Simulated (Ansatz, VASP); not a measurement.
# Al: VASP beside Ansatz

```xyz
2
Lattice="0.0000 3.1128 3.1128 3.1128 0.0000 3.1128 3.1128 3.1128 0.0000" Properties=species:S:1:pos:R:3 pbc="T T T"
Al    0.7782    0.7782    0.7782
Al    5.4474    5.4474    5.4474
```

Alike in both runs: task single point; functional PBEsol; k mesh 10 × 10 × 10; occupations fermi-dirac, width 0.1 eV; no spin polarisation.

```csv
,VASP,Ansatz
version,VASP 6.6.1,Ansatz 0.2.0
potentials or method,"VASP PAW PBE potentials, release 64 (Al)","plane waves (420 eV) with PAW, scalar-relativistic"
plane-wave cutoff (eV),520,420
valence electrons in the cell,6,6
```

|  | VASP | Ansatz | Ansatz less VASP |
| --- | --- | --- | --- |
| pressure (GPa) | -3.5 | -3.5 | -0.03 |

With one functional, cell and mesh, what is left measures potentials, basis and numerics. Ansatz warned: «pseudo_functional_mismatch».

Caveats: the PAW data sets were made with another functional, which shifts forces and pressure a little (VASP).
